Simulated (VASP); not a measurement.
CaS (Oldhamite):

```xyz
2
Lattice="0.0000 2.8560 2.8560 2.8560 0.0000 2.8560 2.8560 2.8560 0.0000" Properties=species:S:1:pos:R:3 pbc="T T T"
Ca    0.0000    0.0000    0.0000
S     2.8560    2.8560    2.8560
```

| Property | Result |
| --- | --- |
| Program | VASP 6.6.1 |
| Task | relaxation of cell and atoms |
| Functional | LDA |
| Potentials or basis | VASP PAW LDA potentials, release 64 (Ca_sv, S) |
| Cutoff | 600 eV |
| k mesh | 8 × 8 × 8 |
| Occupations | gaussian, width 0.02 eV |
| Spin | no spin polarisation |

At the start: pressure -4.3 GPa; volume 23.30 Å³/atom.

**Question.** How do energy, volume and symmetry change on relaxing?

**Answer.** Over 3 steps the energy falls by 23.8 meV/atom and the volume is 21.63 Å³/atom (-7.2 %); space group Fm-3m (No. 225, to 0.05 Å).

Step by step:
| step | energy change (eV) | largest force (eV/Å) | pressure (GPa) | volume (Å³) |
| --- | --- | --- | --- | --- |
| 1 | 0.0000 | 0.0000 | -4.29 | 46.59 |
| 2 | -0.0447 | 0.0000 | 1.23 | 42.51 |
| 3 | -0.0476 | 0.0000 | 0.01 | 43.26 |

Final structure:
```
Ca S
1.0
     0.00000    2.78615    2.78615
     2.78615    0.00000    2.78615
     2.78615    2.78615    0.00000
Ca S
1 1
Direct
  0.00000 0.00000 0.00000
  0.50000 0.50000 0.50000
```
